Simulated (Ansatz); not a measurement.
**Nb in Ansatz: convergence with xc grid**

The system is Nb.

```
CELL_PARAMETERS angstrom
2.71964 0.00000 0.00000
0.00000 2.71964 0.00000
0.00000 0.00000 2.71964
ATOMIC_POSITIONS crystal
Nb 0.50000 0.50000 0.50000
```

The cell was built by a generator and needn't be a form met in nature.

- Program: Ansatz 0.2.0
- Task: convergence study
- Functional: r2SCAN
- Potentials or basis: PseudoDojo standard (PBE files)
- Cutoff: 1116 eV
- Density cutoff: 4463 eV
- k mesh: 8 × 8 × 8
- Occupations: gaussian, width 0.05 eV
- Spin: no spin polarisation

These are the settings of the first run; the series varies xc grid, with any setting tied to it.

Hardware: 2 threads of AMD EPYC 9R45 96-Core Processor (Zen 5) (shared host).

```csv
xc grid,"energy less the tightest run, at zero smearing (meV/atom)",SCF cycles,CPU time (s),peak memory (GiB)
1,-0.02,7,0.9,0.32
2,0.00,7,0.99,0.34
3,0.00,7,1,0.36
4,0.00,7,1.1,0.4
5,0.00,7,1.2,0.47
```

Against the tightest run, the energy stays within 1 meV/atom from 1 on. The tightest run that finished is the yardstick and may itself not be fully converged.

Caveat, for the tightest run too: the meta-GGA runs on potentials made for a GGA.
